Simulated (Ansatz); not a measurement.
**YN: how the settings move a single-point run**

Aim: see which settings change the result for YN, by how much, and at what cost.

Method: reference: DFT, PBEsol, PAW with Ansatz's default frozen-core files, fully relativistic files with spin-orbit coupling; levels and slopes on a fine mesh, in Ansatz 0.2.0.

**1. The system as given**

Symmetry: Fm-3m, No. 225, cubic system. The conventional cell has a = 4.856 Å, b = 4.856 Å, c = 4.856 Å, α = 90.00°, β = 90.00°, γ = 90.00°. Y (site symmetry m-3m) is surrounded by 6 N at 2.43 Å. N (site symmetry m-3m) has 6 Y at 2.43 Å as nearest neighbours.

Structure file:

```
Y N
1.0
     0.00000    2.42800    2.42800
     2.42800    0.00000    2.42800
     2.42800    2.42800    0.00000
Y N
1 1
Direct
  0.00000 0.00000 0.00000
  0.50000 0.50000 0.50000
```

**2. The reference run**

The input, input.yaml:

```yaml
crystal:
  lattice:
    - [0.0, 2.42799527031, 2.42799527031]
    - [2.42799527031, 0.0, 2.42799527031]
    - [2.42799527031, 2.42799527031, 0.0]
  atoms:
    - { symbol: "Y", position: [0.0, 0.0, 0.0] }
    - { symbol: "N", position: [0.5, 0.5, 0.5] }
kpoints:
  mp_grid: { grid: [12, 12, 12] }
scf:
  occupations: { method: fermi_dirac, width: 0.1 }
hamiltonian:
  xc: pbesol
  pseudopotentials: { kind: paw_fr }
magnetization:
  noncollinear: true
  spin_orbit: true
output:
  forces: true
  stress: true
  eigenvalues: true
  eigenstates:
    nscf_kmesh: { grid: [14, 14, 14] }
    de_dk: true
    e_range: [-14, 14]
checkpoint:
  write: ck
  write_wavefunctions: false
```

On the command line:

```sh
$ ansatz run input.yaml --threads 1 --pin off --max-ram 3072MiB --backend cpu --events-out ev --progress --plain --runs-dir out
```

**3. Variant: xc revpbe**

input.yaml, as its differences from that of step 2:

```diff
@@ -13,3 +13,3 @@
 hamiltonian:
-  xc: pbesol
+  xc: revpbe
   pseudopotentials: { kind: paw_fr }
```

Q: Predict the outcome of this session. Wanted: for each run, ending; energy change; pressure; gap; force.

The runs gave:

| run | ending | energy change | pressure (GPa) | gap (eV) | force (eV/Å) | cycles | time |
| --- | --- | --- | --- | --- | --- | --- | --- |
| reference | converged | - | 0.0 | 0.06 | 0.00 | - | 21 s |
| 1: xc revpbe | converged | not comparable | 7.6 | 0.18 | 0.00 | 8 | 21 s |

Residual by cycle in the longest SCF loop of each run; runs are numbered as in the table. The quantity is the density residual dr2, in eV.

| cycle | reference | run 1 |
| --- | --- | --- |
| 1 | 0.648 | 0.975 |
| 2 | 0.144 | 0.162 |
| 3 | 0.0568 | 0.0679 |
| 4 | 3.4e-4 | 4.2e-4 |
| 5 | 1.4e-5 | 1.2e-5 |
| 6 | 1.9e-7 | 2.2e-7 |
| 7 | 2.2e-9 | 5.7e-10 |
| 8 | 1.1e-11 | 7.9e-12 |
| 9 | 4.5e-14 | - |

What this shows: A change of functional puts the total energy on another scale; the pressure goes from 0.0 to 7.6 GPa and the gap on the mesh goes from 0.06 to 0.18 eV. At this fixed cell a higher pressure means that this functional prefers a larger volume than the reference.
